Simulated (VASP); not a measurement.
# Hf (Im-3m) in VASP: further runs, part 2 of 2

VASP 6.6.1. The steps go on from the part before.

## Step 4: Equation of state, PBE, 23.05 Å³/atom (volume scaled by 0.98)

Contents of INCAR:

```
SYSTEM = Hf
ALGO     = Normal         ! electronic algorithm
EDIFF    = 1E-7           ! SCF threshold, eV
ENCUT    = 520            ! plane-wave cutoff, eV
GGA      = PE             ! functional
ISIF     = 2              ! what is computed and relaxed
ISMEAR   = -1             ! smearing method
LASPH    = .True.         ! aspherical terms in the spheres
LCHARG   = .False.        ! write CHGCAR
LREAL    = .False.        ! projectors in reciprocal space
LWAVE    = .False.        ! write WAVECAR
NBANDS   = 11             ! bands
NELM     = 60             ! most SCF steps
PREC     = Accurate       ! precision mode
SIGMA    = 0.05           ! smearing width, eV
```

Contents of KPOINTS:

```
k-points
0
Gamma
  10 10 10
  0 0 0
```

Contents of POSCAR:

```
Hf
1.0
   -1.7928855410      1.7928855410      1.7928855410
    1.7928855410     -1.7928855410      1.7928855410
    1.7928855410      1.7928855410     -1.7928855410
Hf
1
Direct
    0.0000000000      0.0000000000      0.0000000000
```

Launch:

```console
$ cat potpaw_PBE.64/Hf_pv/POTCAR > POTCAR
$ mpirun -np 1 vasp_std > vasp.out
```

Wall time 9.6 s (1 thread of Intel Xeon Platinum 8488C (Sapphire Rapids), shared host); peak memory 0.14 GiB.

Results (log left out):

* Free energy: -9.7444 eV
* Pressure: -3.5 GPa
* Band gap on the k mesh: none (metal or under the smearing width)

## Step 5: Equation of state, PBE, 23.99 Å³/atom (volume scaled by 1.02)

Contents of INCAR:

```
SYSTEM = Hf
PREC = Accurate ; ENCUT = 520
EDIFF = 1E-7 ; ISMEAR = -1
SIGMA = 0.05 ; LREAL = .False.
LASPH = .True. ; NELM = 100
ALGO = Normal ; ISIF = 2
LWAVE = .False. ; LCHARG = .False.
GGA = PE ; NBANDS = 11
```

Contents of KPOINTS:

```
Automatic mesh
0
Gamma
  10 10 10
  0 0 0
```

Contents of POSCAR:

```
Hf
1.0
   -1.8169539908      1.8169539908      1.8169539908
    1.8169539908     -1.8169539908      1.8169539908
    1.8169539908      1.8169539908     -1.8169539908
Hf
1
Direct
    0.0000000000      0.0000000000      0.0000000000
```

Launch:

```console
$ cat potpaw_PBE.64/Hf_pv/POTCAR > POTCAR
$ mpirun -np 1 vasp_std > vasp.out
```

It took 12 s on 1 thread of Intel Xeon Platinum 8488C (Sapphire Rapids), shared host; peak memory 0.13 GiB.

Results (log left out):

```yaml
Free_energy: -9.7139 eV
Pressure: -6.9 GPa
Band_gap_on_the_k_mesh: none (metal or under the smearing width)
```

## Step 6: Equation of state, PBE, 24.46 Å³/atom (volume scaled by 1.04)

Contents of INCAR:

```
PREC = Accurate ; ENCUT = 520
EDIFF = 1E-7 ; ISMEAR = -1
SIGMA = 0.05 ; LREAL = False
LASPH = True ; NELM = 80
ALGO = Normal ; ISIF = 2
LWAVE = False ; LCHARG = False
GGA = PE ; NBANDS = 11
```

Contents of KPOINTS:

```
regular mesh
0
Gamma
  10 10 10
```

Contents of POSCAR:

```
Hf
1.0
   -1.8287527239      1.8287527239      1.8287527239
    1.8287527239     -1.8287527239      1.8287527239
    1.8287527239      1.8287527239     -1.8287527239
Hf
1
Direct
    0.0000000000      0.0000000000      0.0000000000
```

Potentials or basis: VASP PAW PBE potentials, release 64 (Hf_pv).

Launch:

```console
$ cat potpaw_PBE.64/Hf_pv/POTCAR > POTCAR
$ mpirun -np 1 vasp_std > vasp.out
```

It took 8 s on 1 thread of Intel Xeon Platinum 8488C (Sapphire Rapids), shared host; peak memory 0.14 GiB.

The run converged. Its results:

* Free energy: -9.6916 eV
* Pressure: -8.3 GPa
* Band gap on the k mesh: none (metal or under the smearing width)

## Step 7: Equation of state, PBE, 24.93 Å³/atom (volume scaled by 1.06)

Contents of INCAR:

```
SYSTEM = Hf
ALGO = Normal ; EDIFF = 1E-7
ENCUT = 520 ; GGA = PE
ISIF = 2 ; ISMEAR = -1
LASPH = .TRUE. ; LCHARG = .FALSE.
LREAL = .FALSE. ; LWAVE = .FALSE.
NBANDS = 11 ; NELM = 80
PREC = Accurate ; SIGMA = 0.05
```

Contents of KPOINTS:

```
k-points
0
G
  10 10 10
  0 0 0
```

Contents of POSCAR:

```
Hf
1.0
   -1.8404011445      1.8404011445      1.8404011445
    1.8404011445     -1.8404011445      1.8404011445
    1.8404011445      1.8404011445     -1.8404011445
Hf
1
Direct
    0.0000000000      0.0000000000      0.0000000000
```

Launch:

```console
$ cat potpaw_PBE.64/Hf_pv/POTCAR > POTCAR
$ mpirun -np 1 vasp_std > vasp.out
```

Run time: 8.1 s. Hardware: 1 thread of Intel Xeon Platinum 8488C (Sapphire Rapids), shared host; peak memory 0.14 GiB.

It converged, with:

* Free energy: -9.6653 eV
* Pressure: -9.6 GPa
* Band gap on the k mesh: none (metal or under the smearing width)

## Step 8: Equation of state, PBE

Potentials or basis: VASP PAW PBE potentials, release 64 (Hf_pv).

This step only gathers the single runs of the series.

What came out:

```yaml
Equilibrium_volume: 22.25 Å³/atom
Bulk_modulus: 104 GPa
Pressure_derivative_of_the_bulk_modulus: 3.7
```

Energy against volume, from the lowest point:
```
volume (Å³/atom)  energy (meV/atom)
          22.112               0.00
          22.582               1.31
          23.052               8.63
          23.523              21.42
          23.993              39.16
          24.464              61.40
          24.934              87.70
```

## Step 9: Equation of state, PBEsol, 22.11 Å³/atom (volume scaled by 0.94)

Contents of INCAR:

```
SYSTEM = Hf
PREC = Accurate
ENCUT = 520
EDIFF = 1E-7
ISMEAR = -1
SIGMA = 0.05
LREAL = .False.
LASPH = .True.
NELM = 60
ALGO = Normal
ISIF = 2
LWAVE = .False.
LCHARG = .False.
GGA = PS
NBANDS = 11
```

Contents of KPOINTS:

```
Automatic mesh
0
Gamma
  10 10 10
  0 0 0
```

Contents of POSCAR:

```
Hf
1.0
   -1.7681529262      1.7681529262      1.7681529262
    1.7681529262     -1.7681529262      1.7681529262
    1.7681529262      1.7681529262     -1.7681529262
Hf
1
Direct
    0.0000000000      0.0000000000      0.0000000000
```

Potentials or basis: VASP PAW PBE potentials, release 64 (Hf_pv).

Launch:

```console
$ cat potpaw_PBE.64/Hf_pv/POTCAR > POTCAR
$ mpirun -np 1 vasp_std > vasp.out
```

Wall time 3.7 s (1 thread of Intel Xeon 6975P-C (Granite Rapids), shared host); peak memory 0.14 GiB.

It converged, with:

```yaml
Free_energy: -10.3317 eV
Pressure: -4.0 GPa
Band_gap_on_the_k_mesh: none (metal or under the smearing width)
```

Caveat: the PAW data sets were made with another functional, which shifts forces and pressure a little.

## Step 10: Equation of state, PBEsol, 22.58 Å³/atom (volume scaled by 0.96)

INCAR is that of step 9.

KPOINTS is that of step 9.

Contents of POSCAR:

```
Hf
1.0
   -1.7806051177      1.7806051177      1.7806051177
    1.7806051177     -1.7806051177      1.7806051177
    1.7806051177      1.7806051177     -1.7806051177
Hf
1
Direct
    0.0000000000      0.0000000000      0.0000000000
```

Launch:

```console
$ cat potpaw_PBE.64/Hf_pv/POTCAR > POTCAR
$ mpirun -np 1 vasp_std > vasp.out
```

Wall time 3.6 s (1 thread of Intel Xeon 6975P-C (Granite Rapids), shared host); peak memory 0.14 GiB.

The run converged. Its results:

```
Free energy            : -10.3172 eV
Pressure               : -5.9 GPa
Band gap on the k mesh : none (metal or under the smearing width)
```

Caveat: the PAW data sets were made with another functional, which shifts forces and pressure a little.

## Step 11: Equation of state, PBEsol, 23.05 Å³/atom (volume scaled by 0.98)

INCAR is that of step 10.

KPOINTS is that of step 10.

Contents of POSCAR:

```
Hf
1.0
   -1.7928855410      1.7928855410      1.7928855410
    1.7928855410     -1.7928855410      1.7928855410
    1.7928855410      1.7928855410     -1.7928855410
Hf
1
Direct
    0.0000000000      0.0000000000      0.0000000000
```

Launch:

```console
$ cat potpaw_PBE.64/Hf_pv/POTCAR > POTCAR
$ mpirun -np 1 vasp_std > vasp.out
```

It took 3.7 s on 1 thread of Intel Xeon 6975P-C (Granite Rapids), shared host; peak memory 0.14 GiB.

It converged, with:

```yaml
Free_energy: -10.2971 eV
Pressure: -7.7 GPa
Band_gap_on_the_k_mesh: none (metal or under the smearing width)
```

Caveat: the PAW data sets were made with another functional, which shifts forces and pressure a little.

## Step 12: Equation of state, PBEsol, 23.99 Å³/atom (volume scaled by 1.02)

INCAR is that of step 11.

KPOINTS is that of step 11.

Contents of POSCAR:

```
Hf
1.0
   -1.8169539908      1.8169539908      1.8169539908
    1.8169539908     -1.8169539908      1.8169539908
    1.8169539908      1.8169539908     -1.8169539908
Hf
1
Direct
    0.0000000000      0.0000000000      0.0000000000
```

Potentials or basis: VASP PAW PBE potentials, release 64 (Hf_pv).

Launch:

```console
$ cat potpaw_PBE.64/Hf_pv/POTCAR > POTCAR
$ mpirun -np 1 vasp_std > vasp.out
```

It took 3.7 s on 1 thread of Intel Xeon 6975P-C (Granite Rapids), shared host; peak memory 0.14 GiB.

The run converged. Its results:

```
Free energy            : -10.2427 eV
Pressure               : -10.8 GPa
Band gap on the k mesh : none (metal or under the smearing width)
```

Caveat: the PAW data sets were made with another functional, which shifts forces and pressure a little.

## Step 13: Equation of state, PBEsol, 24.46 Å³/atom (volume scaled by 1.04)

INCAR is that of step 12.

KPOINTS is that of step 12.

Contents of POSCAR:

```
Hf
1.0
   -1.8287527239      1.8287527239      1.8287527239
    1.8287527239     -1.8287527239      1.8287527239
    1.8287527239      1.8287527239     -1.8287527239
Hf
1
Direct
    0.0000000000      0.0000000000      0.0000000000
```

Launch:

```console
$ cat potpaw_PBE.64/Hf_pv/POTCAR > POTCAR
$ mpirun -np 1 vasp_std > vasp.out
```

Wall time 3.7 s (1 thread of Intel Xeon 6975P-C (Granite Rapids), shared host); peak memory 0.14 GiB.

Results (log left out):

| Item | Value |
| --- | --- |
| Free energy | -10.2092 eV |
| Pressure | -12.1 GPa |
| Band gap on the k mesh | none (metal or under the smearing width) |

Caveat: the PAW data sets were made with another functional, which shifts forces and pressure a little.

## Step 14: Equation of state, PBEsol, 24.93 Å³/atom (volume scaled by 1.06)

INCAR is that of step 13.

KPOINTS is that of step 13.

Contents of POSCAR:

```
Hf
1.0
   -1.8404011445      1.8404011445      1.8404011445
    1.8404011445     -1.8404011445      1.8404011445
    1.8404011445      1.8404011445     -1.8404011445
Hf
1
Direct
    0.0000000000      0.0000000000      0.0000000000
```

Launch:

```console
$ cat potpaw_PBE.64/Hf_pv/POTCAR > POTCAR
$ mpirun -np 1 vasp_std > vasp.out
```

Run time: 3.7 s. Hardware: 1 thread of Intel Xeon 6975P-C (Granite Rapids), shared host; peak memory 0.14 GiB.

It converged, with:

```
Free energy            : -10.1720 eV
Pressure               : -13.2 GPa
Band gap on the k mesh : none (metal or under the smearing width)
```

Caveat: the PAW data sets were made with another functional, which shifts forces and pressure a little.

## Step 15: Equation of state, PBEsol

Potentials or basis: VASP PAW PBE potentials, release 64 (Hf_pv).

No new run: the results of the series are fitted here.

Results:

- Equilibrium volume: 21.28 Å³/atom (rough: see the caveat)
- Bulk modulus: 112 GPa (rough)

Energy against volume, from the lowest point:
| volume (Å³/atom) | energy (meV/atom) |
| --- | --- |
| 22.112 | 0.00 |
| 22.582 | 14.59 |
| 23.052 | 34.63 |
| 23.523 | 59.62 |
| 23.993 | 89.09 |
| 24.464 | 122.58 |
| 24.934 | 159.71 |

Caveat: the minimum lies outside the volumes run; the PAW data sets were made with another functional, which shifts forces and pressure a little.
